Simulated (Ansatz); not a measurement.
# Si (bcc type): how the settings move a single-point run

How sensitive is a single-point run of Si (bcc type) to its settings? A reference run comes first, then one run with altered input.

Program: Ansatz 0.2.0. Level of theory: reference: DFT, PBE, PAW with Ansatz's default frozen-core files, scalar-relativistic. These are calculated values, not measurements.

1 further run of the same task is left out (for a known fault of the program).

### 1 Starting point

The structure is cubic, space group Im-3m (No. 229). Conventional cell: a = 2.271 Å, b = 2.271 Å, c = 2.271 Å, α = 90.00°, β = 90.00°, γ = 90.00°. Si (site symmetry m-3m) has 8 Si at 1.97 Å as nearest neighbours.

Structure file:

```
CELL_PARAMETERS angstrom
-1.13555 1.13555 1.13555
1.13555 -1.13555 1.13555
1.13555 1.13555 -1.13555
ATOMIC_POSITIONS crystal
Si 0.00000 0.00000 0.00000
```

### 2 Baseline

input.yaml

```yaml
crystal:
  lattice:
    - [-1.135549663, 1.135549663, 1.135549663]
    - [1.135549663, -1.135549663, 1.135549663]
    - [1.135549663, 1.135549663, -1.135549663]
  atoms:
    - { symbol: Si, position: [0.0, 0.0, 0.0] }
kpoints:
  mp_grid: { grid: [17, 17, 17] }
  band_path:
    path:
      - [0.0, 0.0, 0.0]
      - [0.5, -0.5, 0.5]
      - [0.0, 0.0, 0.5]
      - [0.0, 0.0, 0.0]
      - [0.25, 0.25, 0.25]
      - [0.5, -0.5, 0.5]
      - [0.25, 0.25, 0.25]
      - [0.0, 0.0, 0.5]
    npoints: 8
scf:
  occupations: { method: fermi_dirac, width: 0.05 }
hamiltonian:
  xc: pbe
  pseudopotentials: { kind: paw }
output:
  forces: true
  stress: true
  eigenvalues: true
  populations: true
  dos: { projected: true, de: 0.2, e_range: [-14, 8] }
```

The run is started by

```sh
ansatz run input.yaml --threads 1 --pin off --max-ram 2048MiB --backend cpu --events-out ev --progress --plain --runs-dir out
```

### 3 Changed: mp_grid.shift [0.5, 0.5, 0.5], occupations.width 0.1

input.yaml, as its differences from that of step 2:

```diff
@@ -8,3 +8,3 @@
 kpoints:
-  mp_grid: { grid: [17, 17, 17] }
+  mp_grid: { grid: [17, 17, 17], shift: [0.5, 0.5, 0.5] }
   band_path:
@@ -21,3 +21,3 @@
 scf:
-  occupations: { method: fermi_dirac, width: 0.05 }
+  occupations: { method: fermi_dirac, width: 0.1 }
 hamiltonian:
@@ -30,2 +30,5 @@
   populations: true
-  dos: { projected: true, de: 0.2, e_range: [-14, 8] }
+  write_density: true
+  write_potential: true
+  elf: true
+  volumetric_format: npy
```

Before running it: what results should come out? Wanted: for each run, ending; energy change; pressure; gap; force.

As calculated:

| run | ending | energy change | pressure (GPa) | gap (eV) | force (eV/Å) | cycles | time |
| --- | --- | --- | --- | --- | --- | --- | --- |
| reference | converged | 0 | 565.0 | 0.00 | 0.00 | 6 | 0.91 s |
| 1: mp_grid.shift [0.5, 0.5, 0.5], occupations.width 0.1 | converged | -10.0 meV/atom (σ→0) | 565.6 | 0.00 | 0.00 | 6 | 1.2 s |

Times don't compare one to one where runs were asked for different outputs or read a saved state (see the inputs); cycles may leave out searches for a lower state.

Residual by cycle in the longest SCF loop of each run; runs are numbered as in the table. The quantity is the density residual dr2, in eV.

| cycle | reference | run 1 |
| --- | --- | --- |
| 1 | 0.534 | 0.534 |
| 2 | 0.109 | 0.11 |
| 3 | 1.8e-5 | 1.8e-5 |
| 4 | 4.0e-7 | 4.2e-7 |
| 5 | 2.0e-10 | 2.6e-10 |
| 6 | 3.0e-13 | 2.1e-13 |

Changing the k-point mesh and smearing moves the energy by -10.0 meV/atom (σ→0 values), and the pressure goes from 565.0 to 565.6 GPa. More than one kind of setting changed, and this run alone doesn't tell their shares apart. The structure is not at rest: the sound run finds 565 GPa, so these are no properties of the relaxed crystal. 
